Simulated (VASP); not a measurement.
# Be (Im-3m) in VASP: settings compared

One crystal, Be, is run at these levels: vdW-DF2, PBEsol, PBEsol+D3; tasks: elastic constants, phonons, band structure.

Program: VASP 6.6.1. These are calculated values, not measurements. Logs are shortened: lines on timing, memory, paths and dates and some standing lists are left out, and cuts for length are marked.

## (1) The structure

The structure is cubic, space group Im-3m (No. 229). Conventional cell: a = 2.506 Å, b = 2.506 Å, c = 2.506 Å, α = 90.00°, β = 90.00°, γ = 90.00°. Around Be (site symmetry m-3m) lie 8 Be at 2.17 Å.

This isn't the form of Be at room conditions, which is hcp.

## (2) Elastic constants, vdW-DF2

The input, POSCAR:

```
Be
1.0
   -1.2531209513      1.2531209513      1.2531209513
    1.2531209513     -1.2531209513      1.2531209513
    1.2531209513      1.2531209513     -1.2531209513
Be
1
Direct
    0.0000000000      0.0000000000      0.0000000000
```

The input, INCAR.step1:

```
SYSTEM = Be
PREC = Accurate
ENCUT = 600
EDIFF = 1E-8
ISMEAR = 0
SIGMA = 0.05
LREAL = .False.
LASPH = .True.
NELM = 80
ALGO = Fast
ISIF = 3
LWAVE = .False.
LCHARG = .False.
GGA = ML
LUSE_VDW = .True.
AGGAC = 0.0
ZAB_VDW = -1.8867
IBRION = 2
NSW = 40
EDIFFG = -0.002
```

The input, INCAR.step2:

```
SYSTEM = Be
PREC = Accurate
ENCUT = 600
EDIFF = 1E-8
ISMEAR = 0
SIGMA = 0.05
LREAL = .False.
LASPH = .True.
NELM = 80
ALGO = Fast
ISIF = 3
LWAVE = .False.
LCHARG = .False.
GGA = ML
LUSE_VDW = .True.
AGGAC = 0.0
ZAB_VDW = -1.8867
IBRION = 6
NFREE = 2
POTIM = 0.015
NSW = 1
```

The input, KPOINTS:

```
Automatic mesh
0
Gamma
  11 11 11
  0 0 0
```

Potentials or basis: VASP PAW PBE potentials, release 64 (Be).

Command:

```console
$ cat potpaw_PBE.64/Be/POTCAR > POTCAR
$ cp INCAR.step1 INCAR
$ mpirun -np 1 vasp_std > vasp.out
$ cp CONTCAR POSCAR
$ cp INCAR.step2 INCAR
$ mpirun -np 1 vasp_std > vasp.out
```

OUTCAR:

```text
SYSTEM = Be
   PREC = Accurate
   ENCUT = 600
   EDIFF = 1E-8
   ISMEAR = 0
   LREAL = .False.
   LASPH = .True.
   NELM = 80
   ISIF = 3
   GGA = ML
   IBRION = 6
   NFREE = 2
   POTIM = 0.015
   NSW = 1

 ion  position               nearest neighbor table
   1  0.000  0.000  0.000-

  LATTYP: Found a body centered cubic cell.
 ALAT       =     2.4926802726

  Lattice vectors:

 A1 = (  -1.2463401363,   1.2463401363,   1.2463401363)
 A2 = (   1.2463401363,  -1.2463401363,   1.2463401363)
 A3 = (   1.2463401363,   1.2463401363,  -1.2463401363)

Analysis of symmetry for initial positions (statically):
=====================================================================
 Subroutine PRICEL returns:
 Original cell was already a primitive cell.

 Routine SETGRP: Setting up the symmetry group for a
 body centered cubic supercell.

 Subroutine GETGRP returns: Found 48 space group operations
 (whereof 48 operations were pure point group operations)
 out of a pool of 48 trial point group operations.

The static configuration has the point symmetry O_h .

Analysis of symmetry for dynamics (positions and initial velocities):
=====================================================================
 Subroutine PRICEL returns:
 Original cell was already a primitive cell.

 Routine SETGRP: Setting up the symmetry group for a
 body centered cubic supercell.

 Subroutine GETGRP returns: Found 48 space group operations
 (whereof 48 operations were pure point group operations)
 out of a pool of 48 trial point group operations.

The dynamic configuration has the point symmetry O_h .

 Subroutine INISYM returns: Found 48 space group operations
 (whereof 48 operations are pure point group operations),
 and found     1 'primitive' translations

----------------------------------------------------------------------------------------

                                     Primitive cell

  volume of cell :       7.7441

  direct lattice vectors                    reciprocal lattice vectors
    -1.246340136  1.246340136  1.246340136     0.000000000  0.401174595  0.401174595
     1.246340136 -1.246340136  1.246340136     0.401174595  0.000000000  0.401174595
     1.246340136  1.246340136 -1.246340136     0.401174595  0.401174595  0.000000000

  length of vectors
     2.158724440  2.158724440  2.158724440     0.567346554  0.567346554  0.567346554

  position of ions in fractional coordinates (direct lattice)
     0.000000000  0.000000000  0.000000000

  ion indices of the primitive-cell ions
   primitive index   ion index
                 1           1

----------------------------------------------------------------------------------------

 KPOINTS: Automatic mesh

Automatic generation of k-mesh.
 Grid dimensions read from file:
 generate k-points for:   11   11   11

 Generating k-lattice:

  Cartesian coordinates                     Fractional coordinates (reciprocal lattice)
     0.000000000  0.036470418  0.036470418     0.090909091 -0.000000000  0.000000000
     0.036470418  0.000000000  0.036470418     0.000000000  0.090909091  0.000000000
     0.036470418  0.036470418  0.000000000     0.000000000 -0.000000000  0.090909091

  Length of vectors
     0.051576959  0.051576959  0.051576959

  Shift w.r.t. Gamma in fractional coordinates (k-lattice)
     0.000000000  0.000000000  0.000000000
[... 86 lines left out ...]
 RMM-DIIS sequential band-by-band and
 Gauss-broadening in eV      SIGMA  =   0.05
  energy-cutoff  :      600.00
  volume of cell :        7.74
 maximum number of plane-waves:       265
 NGX is ok and might be reduce to    18
   NGX =  9   NGY =  9   NGZ =  9

--------------------------------------- Ionic step        1  -------------------------------------------

 number of electron       2.0000000 magnetization

 Free energy of the ion-electron system (eV)
  ---------------------------------------------------
  ext. energy  EPLUGINS =         0.00000000
  ---------------------------------------------------
  free energy    TOTEN  =        -2.77813990 eV

  energy without entropy =       -2.77753843  energy(sigma->0) =       -2.77783917

------------------------ aborting loop because EDIFF is reached ----------------------------------------

  FORCE on cell =-STRESS in cart. coord.  units (eV):
  Direction    XX          YY          ZZ          XY          YZ          ZX
  --------------------------------------------------------------------------------------
  -------------------------------------------------------------------------------------
  Total       -0.0005370     -0.0005370     -0.0005370      0.0000000     -0.0000000      0.0000000
  in kB       -0.1110981     -0.1110981     -0.1110981      0.0000000     -0.0000000      0.0000000
  external PRESSURE =      -0.1110981 kB  Pullay stress =       0.0000000 kB
[... 94 lines left out ...]
  energy  without entropy=       -2.7775491634  energy(sigma->0) =       -2.77789496

Total vdW correction in eV:      0.0085857

[... ionic steps 4 to 12 ...]

--------------------------------------- Ionic step       13  -------------------------------------------

 number of electron       2.0000000 magnetization

------------------------ aborting loop because EDIFF is reached ----------------------------------------
[... 69 lines left out ...]
--------------------------------------- Ionic step       15  -------------------------------------------

 number of electron       2.0000000 magnetization

 Free energy of the ion-electron system (eV)
  ---------------------------------------------------
  ext. energy  EPLUGINS =         0.00000000
  ---------------------------------------------------
  free energy    TOTEN  =        -2.77813990 eV

  energy without entropy =       -2.77753844  energy(sigma->0) =       -2.77783917

 E-fermi :   7.7947     XC(G=0): -10.6696

 val. band max:        7.7646371191   @ k =   0.3636   0.2727   0.0000
 cond. band min:       7.8372234323   @ k =  -0.4545   0.4545   0.3636
 fundamental gap:      0.0725863132
 Fermi energy:         7.7946830756

 k-point     1 :       0.0000    0.0000    0.0000
  band No.  band energies     occupation
      1      -4.2693      2.00000
      2      27.1317      0.00000
      3      27.1317      0.00000
      4      27.1317      0.00000
      5      39.1141      0.00000
[... 177 lines left out ...]
 k-point    24 :       0.3636    0.1818    0.0909
  band No.  band energies     occupation
      1       4.5639      2.00000
      2       8.4315      0.00000
      3      14.7894      0.00000
      4      18.7052      0.00000
      5      37.9896      0.00000

 [... further k-points ...]

------------------------ aborting loop because EDIFF is reached ----------------------------------------

  FORCE on cell =-STRESS in cart. coord.  units (eV):
  Direction    XX          YY          ZZ          XY          YZ          ZX
  --------------------------------------------------------------------------------------
  -------------------------------------------------------------------------------------
  Total       -0.0005365     -0.0005365     -0.0005365      0.0000000      0.0000000      0.0000000
  in kB       -0.1109937     -0.1109937     -0.1109937      0.0000000      0.0000000      0.0000000
  external PRESSURE =      -0.1109937 kB  Pullay stress =       0.0000000 kB
[... 20 lines left out ...]
  energy  without entropy=       -2.7775384351  energy(sigma->0) =       -2.77783917

Total vdW correction in eV:      0.0087586

 INTERNAL STRAIN TENSORS FROM STRAINED CELLS
 ============================================

 INTERNAL STRAIN TENSOR FOR ION    1 for displacements in x,y,z  (eV/Angst):
          X           Y           Z          XY          YZ          ZX
  --------------------------------------------------------------------------------
  x     0.00000    -0.00000     0.00000    -0.00000    -0.00000     0.00000
  y    -0.00000     0.00000    -0.00000     0.00000     0.00000     0.00000
  z    -0.00000     0.00000     0.00000    -0.00000     0.00000     0.00000

 INTERNAL STRAIN TENSORS FROM DISPLACED ATOMS
 ============================================

 INTERNAL STRAIN TENSOR FOR ION    1 for displacements in x,y,z  (eV/Angst):
          X           Y           Z          XY          YZ          ZX
  --------------------------------------------------------------------------------
  x     0.00000     0.00000     0.00000     0.00000     0.00000     0.00000
  y     0.00000     0.00000     0.00000     0.00000     0.00000     0.00000
  z     0.00000     0.00000     0.00000     0.00000     0.00000     0.00000

 Eigenvectors and eigenvalues of the dynamical matrix
 ----------------------------------------------------

   1 f/i=    0.000000 THz     0.000000 2PiTHz    0.000000 cm-1     0.000000 meV
             X         Y         Z           dx          dy          dz
      0.000000  0.000000  0.000000     0.882353    0.470588    0.000000

   2 f/i=    0.000000 THz     0.000000 2PiTHz    0.000000 cm-1     0.000000 meV
             X         Y         Z           dx          dy          dz
      0.000000  0.000000  0.000000     0.470588   -0.882353    0.000000

   3 f/i=    0.000000 THz     0.000000 2PiTHz    0.000000 cm-1     0.000000 meV
             X         Y         Z           dx          dy          dz
      0.000000  0.000000  0.000000     0.000000    0.000000    1.000000

--------------------------------------------------------------------------------------------------------

 ELASTIC MODULI CONTR FROM IONIC RELAXATION (kBar)
 Direction    XX          YY          ZZ          XY          YZ          ZX
 --------------------------------------------------------------------------------
 XX           0.0000      0.0000      0.0000      0.0000      0.0000      0.0000
 YY           0.0000      0.0000      0.0000      0.0000      0.0000      0.0000
 ZZ           0.0000      0.0000      0.0000      0.0000      0.0000      0.0000
 XY           0.0000      0.0000      0.0000      0.0000      0.0000      0.0000
 YZ           0.0000      0.0000      0.0000      0.0000      0.0000      0.0000
 ZX           0.0000      0.0000      0.0000      0.0000      0.0000      0.0000
 --------------------------------------------------------------------------------

 TOTAL ELASTIC MODULI (kBar)
 Direction    XX          YY          ZZ          XY          YZ          ZX
 --------------------------------------------------------------------------------
 XX        -197.6592   2010.5198   2010.5198     -0.0000      0.0000     -0.0000
 YY        2010.5198   -197.6592   2010.5198      0.0000     -0.0000      0.0000
 ZZ        2010.5198   2010.5198   -197.6592     -0.0000      0.0000     -0.0000
 XY          -0.0000      0.0000     -0.0000   1678.9206      0.0000      0.0000
 YZ           0.0000     -0.0000      0.0000      0.0000   1678.9206      0.0000
 ZX          -0.0000      0.0000     -0.0000      0.0000      0.0000   1678.9206
 --------------------------------------------------------------------------------
```

Wall time 1.9 min (1 thread of AMD EPYC 9R45 (Zen 5), shared host); peak memory 0.21 GiB.

Results:

* Relaxed volume: 7.74 Å³/atom
* Relaxed cell: a = 2.159 Å, b = 2.159 Å, c = 2.159 Å, α = 109.47°, β = 109.47°, γ = 109.47°
* Space group after relaxing (to 0.05 Å): Im-3m (No. 229)
* Elastic constants C11, C12, C44: -20, 201, 168 GPa
* Voigt bulk modulus: 127 GPa

The path:
```
step  energy change (eV)  largest force (eV/Å)  pressure (GPa)  volume (Å³)
   1              0.0000                0.0000           -2.01         7.87
   2             -0.0008                0.0000           -0.25         7.76
   3             -0.0008                0.0000           -0.01         7.74
```

Final structure:
```xyz
1
Lattice="-1.2463 1.2463 1.2463 1.2463 -1.2463 1.2463 1.2463 1.2463 -1.2463" Properties=species:S:1:pos:R:3 pbc="T T T"
Be    0.0000    0.0000    0.0000
```

Elastic tensor in Voigt notation (GPa, in the Cartesian axes of the cell as first typed):
```
-20 201 201   0   0   0
201 -20 201   0   0   0
201 201 -20   0   0   0
  0   0   0 168   0   0
  0   0   0   0 168   0
  0   0   0   0   0 168
```

Clamped-ion elastic tensor (GPa):
```
-20 201 201   0   0   0
201 -20 201   0   0   0
201 201 -20   0   0   0
  0   0   0 168   0   0
  0   0   0   0 168   0
  0   0   0   0   0 168
```

Caveat: the elastic tensor has a negative eigenvalue, so either the cell is unstable as it stands or the mesh is too thin; the PAW data sets were made with another functional, which shifts forces and pressure a little.

(Part 1 of 2 ends here.)
